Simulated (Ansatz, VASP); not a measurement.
KI: VASP beside Ansatz

The input INCAR:

```
SYSTEM = KI
PREC = Accurate
ENCUT = 600
EDIFF = 1E-6
ISMEAR = -1
SIGMA = 0.05
LREAL = .FALSE.
LASPH = .TRUE.
NELM = 80
ALGO = Fast
ISIF = 3
LWAVE = .FALSE.
LCHARG = .FALSE.
GGA = RE
IBRION = 2
NSW = 40
EDIFFG = -0.005
```

Contents of KPOINTS:

```
regular mesh
0
G
  7 7 7
  0 0 0
```

The input POSCAR:

```
KI
1.0
    0.0000000000      3.5327750000      3.5327750000
    3.5327750000      0.0000000000      3.5327750000
    3.5327750000      3.5327750000      0.0000000000
I K
1 1
Direct
    0.5000000000      0.5000000000      0.5000000000
    0.0000000000      0.0000000000      0.0000000000
```

The input input.yaml:

```yaml
crystal:
  lattice:
    - [0.0, 3.532775, 3.532775]
    - [3.532775, 0.0, 3.532775]
    - [3.532775, 3.532775, 0.0]
  atoms:
    - { symbol: I, position: [0.5, 0.5, 0.5] }
    - { symbol: K, position: [0.0, 0.0, 0.0] }
hamiltonian:
  xc: revpbe
  pseudopotentials: { kind: paw }
kpoints:
  mp_grid: { grid: [7, 7, 7] }
scf:
  occupations: { method: fermi_dirac, width: 0.05 }
output:
  forces: true
  stress: true
  eigenvalues: true
  write_density: true
  write_potential: true
  elf: true
  volumetric_format: npy
relax:
  f_tol: 0.01
  max_steps: 40
  cell: { stress_tol: 0.05 }
```

Alike in both runs: task relaxation of cell and atoms; functional revPBE; k mesh 7 × 7 × 7; occupations fermi-dirac, width 0.05 eV; no spin polarisation.

|  | VASP | Ansatz |
| --- | --- | --- |
| version | VASP 6.6.1 | Ansatz 0.2.0 |
| potentials or method | VASP PAW PBE potentials, release 64 (I, K_sv) | Ansatz PAW |
| plane-wave cutoff (eV) | 600 | 420 |
| valence electrons in the cell | 16 | 26 |

Ansatz gave:

- gap on the k mesh at the Fermi level, each at its own relaxed structure (eV): 3.95
- relaxed volume (Å³/atom): 50.38
- relaxed cell length with the largest relative difference (Å): 5.223
- energy change over the relaxation (meV/atom): -27

Question: What did VASP give for the same quantities?

Answer: gap on the k mesh at the Fermi level, each at its own relaxed structure (eV): 3.94; relaxed volume (Å³/atom): 50.50; relaxed cell length with the largest relative difference (Å): 5.227; energy change over the relaxation (meV/atom): -28.

The two sets of potentials don't hold the same shells in valence.

Caveats: spin-orbit coupling is left out, which moves the levels of the heavy elements; the PAW data sets were made with another functional, which shifts forces and pressure a little (VASP); an odd mesh through Γ misses points on the zone boundary, where band edges often lie (VASP); odd divisions of the mesh miss points on the zone boundary, where band edges often lie, so the gap on the mesh can be too wide (Ansatz); the plane-wave basis is chosen anew once the cell has moved, so the energies of steps on either side of that aren't comparable (Ansatz); the PAW data sets come from PBE, with cores solved anew for the run's functional, which leaves a small shift of forces and pressure (Ansatz). Zero-point motion and thermal expansion aren't in these numbers.
